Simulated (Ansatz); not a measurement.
# What a trial cell of Ir relaxes into

Method: DFT PBE, scalar-relativistic, plane waves, PAW in Ansatz 0.2.0. Cutoff 420 eV, Γ-centred k mesh, Gaussian smearing, no spin polarisation in the final step.

The start puts Ir on the alpha-boron structure type (R-3m, No. 166), at a guessed volume.

```xyz
12
Lattice="3.1393 1.8125 5.3537 -3.1393 1.8125 5.3537 0.0000 -3.6249 5.3537" Properties=species:S:1:pos:R:3 pbc="T T T"
Ir   -2.0199    1.1662    3.6084
Ir    0.0000   -2.3324    3.6084
Ir    2.0199    1.1662    3.6084
Ir    2.0199   -1.1662   12.4529
Ir   -2.0199   -1.1662   12.4529
Ir    0.0000    2.3324   12.4529
Ir   -1.2853    0.7421    5.7444
Ir    0.0000   -1.4841    5.7444
Ir    1.2853    0.7421    5.7444
Ir    1.2853   -0.7421   10.3169
Ir   -1.2853   -0.7421   10.3169
Ir    0.0000    1.4841   10.3169
```

Steps on the 3×3×3 mesh (12 atoms). 9 of 11 steps are shown, and the free energy counts from the last. Trial steps that were taken back and renewals of the plane-wave basis can be among the rows.

```tsv
step	ΔF (meV/atom)	V (Å³/atom)	P (GPa)	largest force component (eV/Å)
1	2094.2	15.23	142.81	13.412
2	463.3	17.31	49.58	3.296
3	98.1	19.20	13.38	2.457
4	26.2	19.99	-0.58	0.752
5	16.6	19.98	0.27	0.469
6	14.4	20.02	0.18	0.042
8	1.8	20.04	1.44	0.009
9	0.2	20.13	0.34	0.020
11	0.0	20.16	-0.05	0.011
```

A final relaxation ran on a 9×9×9 mesh. The relaxed crystal, R-3m (No. 166):

```cif
data_structure
_symmetry_space_group_name_H-M 'R-3m:H'
_symmetry_Int_Tables_number 166
_cell_length_a 7.0817
_cell_length_b 7.0817
_cell_length_c 16.7003
_cell_angle_alpha 90.000
_cell_angle_beta 90.000
_cell_angle_gamma 120.000
_cell_volume 725.32
loop_
_atom_site_label
_atom_site_type_symbol
_atom_site_symmetry_multiplicity
_atom_site_Wyckoff_symbol
_atom_site_fract_x
_atom_site_fract_y
_atom_site_fract_z
_atom_site_occupancy
Ir1 Ir 18 h 0.11768 0.88232 0.89450 1
Ir2 Ir 18 h 0.21410 0.78590 0.02673 1
```

For Ir, the volume per atom is 20.15 Å³ and the density is 15.84 g/cm³. The energy over the standard structure is 0.83 eV/atom and the gap on the 9×9×9 mesh is 0 eV (a metal).

Energies count from the standard state of Ir at the same level.

The final run used a 9×9×9 mesh on its 12-atom cell and 0.10 eV smearing. The k mesh leaves about 4 meV/atom of noise in metals. Spin–orbit coupling is left out.

Symmetry constrained the relaxation, so the result can be a saddle point.